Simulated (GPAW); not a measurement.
# CdSe (Cadmoselite) (P6_3mc) in GPAW: notebook

The runs below take CdSe (Cadmoselite) through band structure, with r4SCAN, TPSS.

All numbers are computed with GPAW 26.7.0; they aren't measurements. Logs are shortened: lines on timing, memory, paths and dates and some standing lists are left out, and cuts for length are marked. The log counts tension as positive stress, the text compression.

**The experiment to reproduce.**

From a printed reference work, data compilation, for a bulk crystal of CdSe at 2 K: band gap 1.841 eV.

How close the calculation comes is told below.

## 1. The crystal as given

It takes space group P6_3mc (No. 186, hexagonal). Conventional cell: a = 4.300 Å, b = 4.300 Å, c = 7.020 Å, α = 90.00°, β = 90.00°, γ = 120.00°. Cd (site symmetry 3m) has 4 Se at 2.61 to 2.70 Å as nearest neighbours. Se (site symmetry 3m) is surrounded by 4 Cd at 2.61 to 2.70 Å.

## 2. Band structure, r4SCAN, spin-orbit coupling, no magnetisation

The input, run.py:

```python
import numpy as np
from ase.dft.bandgap import bandgap
from ase.io import read, write
from ase.units import GPa
from gpaw import GPAW, PW
from gpaw.spinorbit import soc_eigenstates

atoms = read('CdSe.cif')

calc = GPAW(mode=PW(600),
            xc='MGGA_X_R4SCAN+MGGA_C_R2SCAN',
            kpts={'size': (5, 5, 3), 'gamma': True},
            occupations={'name': 'fermi-dirac', 'width': 0.05},
            nbands=31,
            convergence={'density': 1e-05, 'energy': 1e-05},
            maxiter=150,
            txt='gpaw.txt')
atoms.calc = calc
energy = atoms.get_potential_energy()
forces = atoms.get_forces()
stress = atoms.get_stress()
calc.write('gs.gpw')
write('result.traj', atoms)
print(f'Energy: {energy:.6f} eV')
print('Forces (eV/A):')
print(forces.round(4))
print('Stress (GPa):', (stress / GPa).round(3))
print('Fermi level:', round(calc.get_fermi_level(), 4), 'eV')
print(f'Gap: {bandgap(calc)[0]:.4f} eV, direct: {bandgap(calc, direct=True)[0]:.4f} eV')

path = atoms.cell.bandpath('GMKGALHA,LM,KH', npoints=100, eps=1e-4)
bs_calc = calc.fixed_density(kpts=path, symmetry='off', nbands=52,
                             convergence={'bands': 'CBM+6.0', 'eigenstates': 1e-6}, txt='bands.txt')
bs = bs_calc.band_structure()
bs.write('bs.json')
print(f'Gap on the path: {bandgap(bs_calc)[0]:.4f} eV')

soc = soc_eigenstates(bs_calc, theta=0, phi=0, ignore_xc_potential=True)
np.savetxt('soc_bands.dat', soc.eigenvalues(), fmt='%.4f')
mesh = soc_eigenstates('gs.gpw', theta=0, phi=0, ignore_xc_potential=True)
np.savetxt('soc_mesh.dat', mesh.eigenvalues(), fmt='%.4f')
print('Fermi level with spin-orbit coupling:', round(mesh.fermi_level, 4), 'eV')
```

The input, CdSe.cif:

```cif
data_CdSe
_cell_length_a 4.30000000
_cell_length_b 4.30000000
_cell_length_c 7.02000000
_cell_angle_alpha 90.00000000
_cell_angle_beta 90.00000000
_cell_angle_gamma 120.00000000
_space_group_name_H-M_alt 'P6_3mc'
_space_group_name_Hall 'P 6c -2c'
_space_group_IT_number 186
loop_
_space_group_symop_operation_xyz
'x,y,z'
'x-y,x,z+1/2'
'-y,x-y,z'
'-x,-y,z+1/2'
'-x+y,-x,z'
'y,-x+y,z+1/2'
'y,x,z+1/2'
'x,x-y,z'
'x-y,-y,z+1/2'
'-y,-x,z'
'-x,-x+y,z+1/2'
'-x+y,y,z'
loop_
_atom_site_label
_atom_site_type_symbol
_atom_site_symmetry_multiplicity
_atom_site_Wyckoff_symbol
_atom_site_fract_x
_atom_site_fract_y
_atom_site_fract_z
_atom_site_occupancy
Cd1 Cd 2 b 0.6666666667 0.3333333333 0.5000000000 1
Se1 Se 2 b 0.6666666667 0.3333333333 0.8850000000 1
```

Potentials or basis: GPAW PAW data sets (gpaw-data 1.2.1), pw.

The run is started by

```console
OMP_NUM_THREADS=1 python run.py
```

gpaw.txt:

```text
__  _  _
 | _ |_)|_||  |
 |__||  | ||/\| - 26.7.0

Input parameters:
  mode=PW(ecut=600.0),
  convergence={'density': 1e-05, 'energy': 1e-05},
  kpts=MonkhorstPack(size=(5, 5, 3), gamma=True),
  maxiter=150,
  nbands=31,
  occupations=Occupations(name='fermi-dirac', width=0.05),
  xc=XC(name='MGGA_X_R4SCAN+MGGA_C_R2SCAN')

Diagonalizing LCAO Hamiltonian
Converting LCAO to pw mode

            Se

        Se  Cd

        Cd

Atoms  # Å, Bohr magnetons
|   | symbol |        x |        y |        z |    initial magnetic moments |
|---|--------|----------|----------|----------|-----------------------------|
| 0 |     Cd | 2.150000 | 1.241303 | 3.510000 | ( 0.0000,  0.0000,  0.0000) |
| 1 |     Cd | 0.000000 | 2.482606 | 0.000000 | ( 0.0000,  0.0000,  0.0000) |
| 2 |     Se | 2.150000 | 1.241303 | 6.212700 | ( 0.0000,  0.0000,  0.0000) |
| 3 |     Se | 0.000000 | 2.482606 | 2.702700 | ( 0.0000,  0.0000,  0.0000) |

Unit cell  # Å
| periodic |         x |        y |        z |  lengths |     angles |
|----------|-----------|----------|----------|----------|------------|
|      yes |  4.300000 | 0.000000 | 0.000000 | 4.300000 |  90.000000 |
|      yes | -2.150000 | 3.723909 | 0.000000 | 4.300000 |  90.000000 |
|      yes |  0.000000 | 0.000000 | 7.020000 | 7.020000 | 120.000000 |

Number of symmetries: 6
Symmetry operations  # r_c * U_cc + t_c -> r_c
|   | kind |            matrix            |
|---|------|------------------------------|
| 0 |  σ   |  1, 1, 0,  0,-1, 0,  0, 0, 1 |
| 1 |  E   |  1, 0, 0,  0, 1, 0,  0, 0, 1 |
| 2 |  C3  |  0, 1, 0, -1,-1, 0,  0, 0, 1 |
| 3 |  σ   |  0,-1, 0, -1, 0, 0,  0, 0, 1 |
| 4 |  σ   | -1, 0, 0,  1, 1, 0,  0, 0, 1 |
| 5 |  C3  | -1,-1, 0,  1, 0, 0,  0, 0, 1 |

BZ-sampling:
  Number of BZ points: 75
  Number of IBZ points: 12

  Monkhorst-Pack size: [5, 5, 3]
  Monkhorst-Pack shift: [0, 0, 0]

K-points  # in reciprocal-cell coordinates
|     |                                coordinates |     weight |
|-----|--------------------------------------------|------------|
|   0 | (  0.00000000,   0.00000000,   0.00000000) | 0.01333333 |
|   1 | (  0.00000000,   0.00000000,   0.33333333) | 0.02666667 |
|   2 | (  0.20000000,   0.00000000,  -0.33333333) | 0.08000000 |
|   3 | (  0.20000000,   0.00000000,   0.00000000) | 0.08000000 |
|   4 | (  0.20000000,   0.00000000,   0.33333333) | 0.08000000 |
|   5 | (  0.40000000,  -0.20000000,   0.00000000) | 0.08000000 |
|   6 | (  0.40000000,  -0.20000000,   0.33333333) | 0.16000000 |
|   7 | (  0.40000000,   0.00000000,  -0.33333333) | 0.08000000 |
|   8 | (  0.40000000,   0.00000000,   0.00000000) | 0.08000000 |
|   9 | (  0.40000000,   0.00000000,   0.33333333) | 0.08000000 |
| ... |                                            |            |
|  11 | (  0.40000000,   0.40000000,   0.33333333) | 0.16000000 |

Plane wave coefficients: 3791
Cutoff: 600.0 eV

Spin-components: 1 (collinear spins)
Bands:           31
Projectors:      22
Spin-degeneracy: 2
Datatype:        complex128

Parallelization:
  kpt:    1
  domain: 1
  band:   1

Density:
  Valence electrons: 36.0
  Components: 1
  Grid points: [25 25 40]
  Charge: 0.0  # |e|

Potential:
  Grid points: [25 25 40]

species:
  Cd:
    name:    Cadmium
    Z:       48.0
    valence: 12
    core:    36
    charge:  0.0  # [|e|]
    compensation charges:
      type: gauss
      rc: 0.38  # [Å]
      lmax: 2
    cutoffs:
      filter: 2.12  # [Å]
      core: 2.62  # [Å]
    projectors
    | kind |    occ | energy [eV] | rcut [Å] |
    |------|--------|-------------|----------|
    |   5s |  2.000 |      -5.655 |    1.191 |
    |   5p |  0.000 |      -1.186 |    1.228 |
    |   4d | 10.000 |     -11.739 |    1.164 |
    |    s |        |      21.556 |    1.191 |
    |    p |        |      26.026 |    1.228 |
    |    d |        |      15.473 |    1.164 |

    Using partial waves for Cd as LCAO basis

  Se:
    name:    Selenium
    Z:       34.0
    valence: 6
    core:    28
    charge:  0.0  # [|e|]
    compensation charges:
      type: gauss
      rc: 0.27  # [Å]
      lmax: 2
    cutoffs:
      filter: 1.77  # [Å]
      core: 2.67  # [Å]
    projectors
    | kind |    occ | energy [eV] | rcut [Å] |
    |------|--------|-------------|----------|
    |   4s |  2.000 |     -17.277 |    0.847 |
    |   4p |  4.000 |      -6.512 |    1.005 |
    |    s |        |       9.935 |    0.847 |
    |    p |        |      20.699 |    1.005 |
    |    d |        |       0.000 |    0.847 |

    Using partial waves for Se as LCAO basis

Reference energy: -436553.300934  # eV

eigensolver:
  PPCG
  Converge bands: occupied
  niter=2

density mixing:
  MSR1-Mixer
  Pratt-step length: 0.05
  Maximum mixing coefficient: 0.75
  Old densities: 10
  SVD Regularization: 0.005
  Good broyden scale: 1.0
  Trust region scale: 1.0
  Backstep threshold: 4.0
  History deletion threshold: 6.0
  Fourier metric: weight=20.0, sigma=0.015

occupation numbers:
  Fermi-Dirac:
    width: 0.0500  # eV

poisson solver:
  ecut: 4800.0  # eV

xc functional:
  name: MGGA_X_R4SCAN+MGGA_C_R2SCAN with 2 nearest neighbor stencil

convergence criteria:
- Maximum integral of absolute [dens]ity change: 1e-05 electrons / valence electron
- Maximum [total energy] change in last 3 cyles: 1e-05 eV / valence electron
- Maximum integral of absolute [eigenst]ate change: 4e-08 eV^2 / valence electron
maximum number of iterations: 150

SCF iterations
|iter     | |      energy | eigst |  dens |
|---------|-|-------------|-------|-------|
|iter:   1| |  -81.258944 | -0.32 |       |
|iter:   2| |  -77.326780 | -1.16 | -1.21 |
|iter:   3| |  -79.139504 | -1.13 | -1.19 |
|iter:   4| |  -76.982577 | -1.51 | -0.89 |
|iter:   5| |  -76.963961 | -2.35 | -1.63 |
|iter:   6| |  -76.971840 | -2.89 | -2.09 |
|iter:   7| |  -76.969699 | -4.14 | -2.37 |
|iter:   8| |  -76.969736 | -5.41 | -3.53 |
|iter:   9| |  -76.969734c| -6.37 | -3.96 |
|iter:  10| |  -76.969734c| -7.27 | -4.36 |
|iter:  11| |  -76.969734c| -7.98c| -4.55 |
|iter:  12| |  -76.969734c| -7.56c| -5.08c|

Converged in 12 steps
Energy contributions relative to reference atoms: (reference = -436553.300934)

Energy contributions:
  Kinetic:          58.736475
  Coulomb:         -52.469214
  Zero:             -0.229593
  External:          0.000000
  Xc:              -83.007401
  Entropy:          -0.000001
  Spinorbit:         0.000000
  ----------------------------
  Free energy:     -76.969735
  Extrapolated:    -76.969734

dipole moment: (0.000005, 0.000011, -18.290501)  # |e|*Ang

Fermi level: 3.868
Eigenvalues  # (at kpt = [0.000, 0.000, 0.000])
| band index |      eig [eV] | occ [0-2] |
|------------|---------------|-----------|
|          0 |        -9.738 |     2.000 |
|        ... |               |           |
|         10 |        -4.400 |     2.000 |
|         11 |        -4.115 |     2.000 |
|         12 |        -1.005 |     2.000 |
|         13 |         2.579 |     2.000 |
|         14 |         2.579 |     2.000 |
|         15 |         3.297 |     2.000 |
[... 8 lines left out ...]
|         24 |        10.789 |     0.000 |
|         25 |        11.421 |     0.000 |
|        ... |               |           |
|         30 |        14.900 |     0.000 |

Gap: 1.056 eV
Transition (v -> c):
  (s=0, k=0, n=17, [0.00, 0.00, 0.00]) -> (s=0, k=0, n=18, [0.00, 0.00, 0.00])
No difference between direct/indirect transitions

Forces  # eV/Ang
|        x |       y |        z |
|----------|---------|----------|
|  0.00000 | 0.00000 |  0.27469 |  # Cd   0
| -0.00000 | 0.00000 |  0.27474 |  # Cd   1
|  0.00000 | 0.00000 | -0.30090 |  # Se   2
|  0.00000 | 0.00000 | -0.30088 |  # Se   3

Stress tensor  # eV/Ang^3
|         x |         y |         z |
|-----------|-----------|-----------|
| -0.010033 |  0.000000 |  0.000000 |
|  0.000000 | -0.010033 | -0.000000 |
|  0.000000 | -0.000000 |  0.002666 |

# Writing to gs.gpw (mode='')
```

bands.txt:

```text
Diagonalizing LCAO Hamiltonian
Converting LCAO to pw mode
convergence criteria:
- Maximum integral of absolute [eigenst]ate change: 1e-06 eV^2 / valence electron
maximum number of iterations: 150

SCF iterations
|iter     | |      energy | eigst |  dens |
|---------|-|-------------|-------|-------|
[... 106 lines left out ...]
         [0.5       , 0.        , 0.        ],
         [0.33333333, 0.33333333, 0.        ],
         [0.33333333, 0.33333333, 0.07142857],
         [0.33333333, 0.33333333, 0.14285714],
         [0.33333333, 0.33333333, 0.21428571],
         [0.33333333, 0.33333333, 0.28571429],
         [0.33333333, 0.33333333, 0.35714286],
         [0.33333333, 0.33333333, 0.42857143],
         [0.33333333, 0.33333333, 0.5       ]])),
  maxiter=150,
  nbands=52,
  occupations=Occupations(name='fermi-dirac', width=0.05),
  symmetry=Symmetry(point_group=False, time_reversal=False),
  xc=XC(name='MGGA_X_R4SCAN+MGGA_C_R2SCAN')
```

Run time: 6.8 min. Hardware: 1 thread of Intel Xeon Platinum 8488C (Sapphire Rapids), shared host; peak memory 0.81 GiB.

Results:

* Free energy: -76.9697 eV
* Pressure: 0.9 GPa
* Largest force: 0.301 eV/Å
* Band gap on the k mesh: 0.93 eV, direct
* Band gap along the path: 0.93 eV, direct

Forces in eV/Å, atoms in the order of the input:
```
Cd   0.000  0.000  0.275
Cd   0.000  0.000  0.275
Se   0.000  0.000 -0.301
Se   0.000  0.000 -0.301
```

Stress tensor (GPa, compression positive):
```
 1.61  0.00  0.00
 0.00  1.61  0.00
 0.00  0.00 -0.43
```

Levels at the corners of the path, in eV from the valence-band top:
| point | band 34 | band 35 | band 36 | band 37 | band 38 | band 39 |
| --- | --- | --- | --- | --- | --- | --- |
| Γ | -0.01 | 0.00 | 0.00 | 0.93 | 0.93 | 2.35 |
| M | -1.41 | -0.95 | -0.95 | 3.44 | 3.44 | 3.52 |
| K | -1.95 | -1.85 | -1.85 | 4.51 | 4.51 | 4.91 |
| Γ | -0.01 | 0.00 | 0.00 | 0.93 | 0.93 | 2.35 |
| A | -0.38 | -0.38 | -0.38 | 2.56 | 2.56 | 2.56 |
| L | -1.40 | -1.40 | -1.40 | 3.19 | 3.19 | 3.19 |
| H | -1.24 | -1.19 | -1.19 | 4.03 | 4.03 | 4.09 |
| A | -0.38 | -0.38 | -0.38 | 2.56 | 2.56 | 2.56 |
| L | -1.40 | -1.40 | -1.40 | 3.19 | 3.19 | 3.19 |
| M | -1.41 | -0.95 | -0.95 | 3.44 | 3.44 | 3.52 |
| K | -1.95 | -1.85 | -1.85 | 4.51 | 4.51 | 4.91 |
| H | -1.24 | -1.19 | -1.19 | 4.03 | 4.03 | 4.09 |

Caveat: spin-orbit coupling was added after a scalar SCF, so levels and gaps hold it while energy, forces, pressure and moments don't; this program's spin-orbit splittings come out too wide for heavy elements; the PAW data sets were made with another functional, which shifts forces and pressure a little.

## 3. Band structure, TPSS, spin-orbit coupling, no magnetisation

Edit run.py of step 2 so:

```diff
@@ -10,3 +10,3 @@
 calc = GPAW(mode=PW(600),
-            xc='MGGA_X_R4SCAN+MGGA_C_R2SCAN',
+            xc='MGGA_X_TPSS+MGGA_C_TPSS',
             kpts={'size': (5, 5, 3), 'gamma': True},
@@ -15,2 +15,3 @@
             convergence={'density': 1e-05, 'energy': 1e-05},
+            eigensolver='davidson',
             maxiter=150,
@@ -30,3 +31,3 @@
 
-path = atoms.cell.bandpath('GMKGALHA,LM,KH', npoints=100, eps=1e-4)
+path = atoms.cell.bandpath('GMKGALHA,LM,KH', npoints=80, eps=1e-4)
 bs_calc = calc.fixed_density(kpts=path, symmetry='off', nbands=52,
@@ -37,5 +38,5 @@
 
-soc = soc_eigenstates(bs_calc, theta=0, phi=0, ignore_xc_potential=True)
+soc = soc_eigenstates(bs_calc, theta=90, phi=45, ignore_xc_potential=True)
 np.savetxt('soc_bands.dat', soc.eigenvalues(), fmt='%.4f')
-mesh = soc_eigenstates('gs.gpw', theta=0, phi=0, ignore_xc_potential=True)
+mesh = soc_eigenstates('gs.gpw', theta=90, phi=45, ignore_xc_potential=True)
 np.savetxt('soc_mesh.dat', mesh.eigenvalues(), fmt='%.4f')
```

The input, CdSe.cif:

```cif
data_CdSe
_cell_length_a 4.30000000
_cell_length_b 4.30000000
_cell_length_c 7.02000000
_cell_angle_alpha 90.00000000
_cell_angle_beta 90.00000000
_cell_angle_gamma 120.00000000
_space_group_name_H-M_alt 'P1'
_space_group_name_Hall 'P 1'
_space_group_IT_number 1
loop_
_space_group_symop_operation_xyz
'x,y,z'
loop_
_atom_site_label
_atom_site_type_symbol
_atom_site_symmetry_multiplicity
_atom_site_Wyckoff_symbol
_atom_site_fract_x
_atom_site_fract_y
_atom_site_fract_z
_atom_site_occupancy
Cd1 Cd 1 a 0.6666666667 0.3333333333 0.5000000000 1
Cd2 Cd 1 a 0.3333333333 0.6666666667 0.0000000000 1
Se1 Se 1 a 0.6666666667 0.3333333333 0.8850000000 1
Se2 Se 1 a 0.3333333333 0.6666666667 0.3850000000 1
```

Potentials or basis: GPAW PAW data sets (gpaw-data 1.2.1), pw.

The run is started by

```console
OMP_NUM_THREADS=1 python run.py
```

Wall time 3.8 min (1 thread of Intel Xeon 6975P-C (Granite Rapids), shared host); peak memory 0.72 GiB.

It converged, with:

```
Free energy             : -38.4492 eV
Pressure                : 2.4 GPa
Largest force           : 0.270 eV/Å
Band gap on the k mesh  : 0.78 eV, direct
Band gap along the path : 0.78 eV, direct
```

Forces in eV/Å, atoms in the order of the input:
```
Cd   0.000  0.000  0.270
Cd   0.000  0.000  0.270
Se   0.000  0.000 -0.270
Se   0.000  0.000 -0.270
```

Stress tensor (GPa, compression positive):
```
3.13 0.00 0.00
0.00 3.13 0.00
0.00 0.00 0.92
```

Levels at the corners of the path, in eV from the valence-band top:
| point | band 32 | band 33 | band 34 | band 35 | band 36 | band 37 | band 38 | band 39 | band 40 | band 41 |
| --- | --- | --- | --- | --- | --- | --- | --- | --- | --- | --- |
| Γ | -0.37 | -0.01 | -0.01 | 0.00 | 0.00 | 0.78 | 0.78 | 2.17 | 2.17 | 5.70 |
| M | -2.01 | -1.40 | -1.40 | -0.94 | -0.94 | 3.26 | 3.26 | 3.37 | 3.37 | 4.84 |
| K | -2.02 | -1.98 | -1.94 | -1.83 | -1.83 | 4.44 | 4.44 | 4.68 | 4.86 | 4.90 |
| Γ | -0.37 | -0.01 | -0.01 | 0.00 | 0.00 | 0.78 | 0.78 | 2.17 | 2.17 | 5.70 |
| A | -0.62 | -0.38 | -0.38 | -0.38 | -0.38 | 2.39 | 2.39 | 2.39 | 2.39 | 5.85 |
| L | -1.58 | -1.39 | -1.39 | -1.39 | -1.39 | 3.05 | 3.05 | 3.05 | 3.05 | 4.81 |
| H | -2.59 | -1.23 | -1.23 | -1.17 | -1.17 | 3.80 | 3.80 | 3.87 | 3.87 | 5.93 |
| A | -0.62 | -0.38 | -0.38 | -0.38 | -0.38 | 2.39 | 2.39 | 2.39 | 2.39 | 5.85 |
| L | -1.58 | -1.39 | -1.39 | -1.39 | -1.39 | 3.05 | 3.05 | 3.05 | 3.05 | 4.81 |
| M | -2.01 | -1.40 | -1.40 | -0.94 | -0.94 | 3.26 | 3.26 | 3.37 | 3.37 | 4.84 |
| K | -2.02 | -1.98 | -1.94 | -1.83 | -1.83 | 4.44 | 4.44 | 4.68 | 4.86 | 4.90 |
| H | -2.59 | -1.23 | -1.23 | -1.17 | -1.17 | 3.80 | 3.80 | 3.87 | 3.87 | 5.93 |

Caveat: spin-orbit coupling was added after a scalar SCF, so levels and gaps hold it while energy, forces, pressure and moments don't; this program's spin-orbit splittings come out too wide for heavy elements; the PAW data sets were made with another functional, which shifts forces and pressure a little.

## 4. How close it comes

Step 2. A measured gap of CdSe is 1.841 eV (2 K; a printed reference work, data compilation); the calculated 0.93 eV misses it by -0.91 eV. The value is that of r4SCAN, without temperature or zero-point motion.

Step 3. Measured gap of CdSe: 1.841 eV (2 K; a printed reference work, data compilation). This calculation gives 0.78 eV (-1.06 eV). So large a miss can be the level of theory's own, or it may mean another phase, state or a wrong row. The value is that of TPSS, without temperature or zero-point motion.
